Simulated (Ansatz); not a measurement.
Crystal: SrO.

```xyz
2
Lattice="0.0000 2.5663 2.5663 2.5663 0.0000 2.5663 2.5663 2.5663 0.0000" Properties=species:S:1:pos:R:3 pbc="T T T"
Sr    2.5663    2.5663    2.5663
O     0.0000    0.0000    0.0000
```

Below is the output of Ansatz 0.2.0 for this cell. Logs are shortened: lines on timing, memory, paths and dates and some standing lists are left out, and cuts for length are marked.

```text
Warning: RAYON_NUM_THREADS=1 ignored (pool sized by the plan → 1); use --threads N
The last accepted step is kept in <dir> (removed where the run ends without a failure and the disk answers)
LAPW: plane waves up to 7.763 Å⁻¹, error target 1.0e-3 eV per atom; small_component_spin mean_spin; O in spheres of 1.200 Å, 6 of its electrons in bands, Dirac shells []; Sr in spheres of 1.290 Å, 28 of its electrons in bands, Dirac shells [] (how accurate: hamiltonian.pseudopotentials.lapw.basis_error, Limitations)
Engine: ansatz 0.2.0, aarch64-unknown-linux-gnu
Pseudopotentials: kind: all_electron
Pseudopotential: Sr, LAPW, valence charge 28, lapw/all_electron/scalar/gaussian/Sr, Koelling and Harmon's equation, gaussian nucleus
Pseudopotential: O, LAPW, valence charge 6, lapw/all_electron/scalar/gaussian/O, Koelling and Harmon's equation, gaussian nucleus
Functional definition: PBE
  parameter kappa = 0.804
  parameter beta = 0.06672455060314922
  exchange = pbe_x(kappa = kappa, mu = beta*pi^2/3)
  correlation = pbe_c(beta = beta)
Crystal: 2 atoms, lattice volume = 33.803 Å³
Basis set: ecut = 229.59704631766314 eV, 283 PW (Γ), exchange–correlation at level 2
Bands: 21, of which v1, the nominal top of the filled ones, is band 17 counted from 1 (16 counted from 0)
Symmetry: 48 space group operations
Space group: Fm-3m (ITA 225), of the structure as read, at distance tolerance 3.2e-5 Å
k-points: 35 of 729
Non-local potential: Sr, projectors of the file, none
Non-local potential: O, projectors of the file, none
Initial density: superposition of atomic densities (chi_scale 0.1, normalization cell, long waves kept (reshape's long-wave potential 0.00 eV rms))
Initial wavefunctions: plane waves of lowest kinetic energy (no species holds an atomic orbital)
Functional: x = pbe(κ = 0.804, μ = 0.2195149727645171), c = pbe(β = 0.06672455060314922)
iter 1 solved again at ethr=8.71e-3 eV; its pass at ethr=1.00e-1 eV (dr2=2.96e0 eV) is discarded
[... 45 lines left out ...]
SCF 4 converged in 3 iterations: F = -88570.456228 eV  dr2 = 7.31e-8
relax step   4: F+E_penalty+E_count = -88570.45622770 eV  Δ(F+E_penalty+E_count) = -3.702e-5 eV  max|allowed force component| = 4.725e-30 eV/Å  Δτ_max = 0.0000 Å  P = +0.010 GPa  Ω = 35.046 Å³  (3 SCF iters, accepted)
iter 1 solved again at ethr=2.16e-10 eV; its pass at ethr=1.00e-1 eV (dr2=7.35e-8 eV) is discarded
SCF iter   1: F=—  HF=-88570.456215 eV  |F-HF|=—  |Δ(HF+E_count)|=         —  Δρ=1.32e-5  dr2=7.40e-8  ethr=2.16e-10  ⟨swp⟩=3.3  Hψ=3531  notcnv=0
preconditioner: auto → none  [insulator: Δε(μ)=3.380 eV  Ē_g=16.071 eV  σ=0.050 eV  W_gap=1.00  n_scr=14 (ndim 8)  ℏωp=23.5 eV  f_vac=0.111  D(μ)=0.00/eV (n_scr^D=0)  ε∞_Penn≈3.1]
SCF iter   2: F=-88570.456226 eV  HF=-88570.456226 eV  |F-HF|=3.78e-9  |Δ(HF+E_count)|=   1.12e-5  Δρ=5.79e-6  dr2=1.04e-8  ethr=2.16e-10  ⟨swp⟩=3.0  Hψ=2276  notcnv=0
SCF 5 converged in 2 iterations: F = -88570.456226 eV  dr2 = 1.04e-8
relax step   5: F+E_penalty+E_count = -88570.45622621 eV  Δ(F+E_penalty+E_count) = +1.489e-6 eV  max|allowed force component| = 4.528e-30 eV/Å  Δτ_max = 0.0000 Å  P = +0.009 GPa  Ω = 35.046 Å³  stress off target by 8.85e-3 GPa  SCF on the basis re-selected at this cell (its energy is not comparable with the rows above)  (2 SCF iters)
basis re-selected at this cell: Δ(F+E_penalty+E_count) = +1.489e-6 eV, ΔP = -0.001 GPa vs the last step (what re-selecting the basis moved, after the strain that the cell walked since its last selection, with what the two solves' SCF thresholds leave and, on support functions, any second-order correction that the steps lacked; it is no measure of the basis error at this ecutwfc). This SCF's stress stands 8.85e-3 GPa from its target on what of the cell is left free (relax.cell.stress_tol is 5.00e-2 GPa) and its largest allowed force component is 4.53e-30 eV/Å (relax.f_tol is 2.00e-2 eV/Å): within both
SCF converged after 2 iterations
Free energy (F): -88570.456226 eV
Harris-Foulkes:  -88570.456226 eV  (|F-HF|=3.78e-9)
Internal energy: -88570.456226 eV  (E = F + TS)
E sigma→0 (E₀):  -88570.456226 eV
Fermi energy:    10.742222 eV
--- Per-component energies (eV) ---
  E_band       = -3202.938470
  E_kinetic    = 91133.963444
  E_xc         = -3098.140333
  E_electrostatic = -176606.279337  (all electrons and nuclei)
  E_smearing   = -0.000000  (= −TS)
  E_closure    = 0.000000  (closes the sum)
  E_atoms      = -88558.394032  (free atoms, spherical and without spin; not in F)
  Σ components = -88570.456226   (vs F -88570.456226, Δ=0.00e0)
  Basis errors (estimates in eV, not in F): energy 4.1e-4 per atom: plane waves 3.7e-4 (2.0e-4 summed), levels above the bands 8.5e-42, relativity 6.1e-8, radial functions 3.6e-5, core shells 5.1e-8; eigenvalues (radial functions only) 1.5e-5; not estimated: angular momenta, meshes, grids; target (lapw.basis_error) 1.0e-3; muffin-tin radii O 1.214 Å, Sr 1.305 Å
--- Forces (eV/Å), atoms counted from 1 ---
  atom   1  Sr     0.00000000    -0.00000000     0.00000000
  atom   2  O     -0.00000000     0.00000000     0.00000000
  max |Σ_I F_I| component: 8.83e-30 eV/Å
--- Stress (GPa, compression-positive) ---
        0.008845      -0.000000      -0.000000
       -0.000000       0.008845      -0.000000
       -0.000000      -0.000000       0.008845
  P = ⅓ Tr σ = 0.0088 GPa (0.088 kbar)
--- Relaxed structure (4 steps of the walk, 4 accepted, 1 SCFs on fresh bases) ---
  F+E_penalty+E_count = -88570.45622621 eV   max|allowed force component| = 4.528e-30 eV/Å   (the final SCF, on the basis selected at the relaxed cell)
  cell:  # Å, volume = 35.0463 Å³
    - [8.662132455922504e-34, 2.59739192921622, 2.59739192921622]
    - [2.59739192921622, 1.0190744065791182e-33, 2.59739192921622]
    - [2.59739192921622, 2.59739192921622, 2.5476860164477955e-34]
  atoms:
    - { symbol: Sr, position: [0.49999999999999994, 0.49999999999999994, 0.49999999999999994] }
    - { symbol: O, position: [3.126956358038002e-36, 7.817390894994962e-37, -1.9543477237698137e-35] }
```

Problem. Write the input and the command behind it.

Solution. Relaxation of cell and atoms with PBE, no spin polarisation. The files as run (others can give the same):

input.yaml
```yaml
crystal:
  lattice:
    - [0.0, 2.5663, 2.5663]
    - [2.5663, 0.0, 2.5663]
    - [2.5663, 2.5663, 0.0]
  atoms:
    - { symbol: Sr, position: [0.5, 0.5, 0.5] }
    - { symbol: O, position: [0.0, 0.0, 0.0] }
kpoints:
  mp_grid: { grid: [9, 9, 9] }
scf:
  occupations: { method: fermi_dirac, width: 0.05 }
hamiltonian:
  xc: pbe
  pseudopotentials: { kind: all_electron, lapw: { basis_error: 0.001 } }
output:
  forces: true
  stress: true
relax:
  f_tol: 0.02
  max_steps: 60
  cell: {}
```

Potentials or basis: all-electron LAPW, scalar-relativistic.
Launch:
```sh
$ ansatz run input.yaml --threads 1 --pin off --max-ram 3072MiB --backend cpu --events-out ev --progress --plain --runs-dir out
```

Caveat: an odd mesh through Γ misses points on the zone boundary, where band edges often lie.
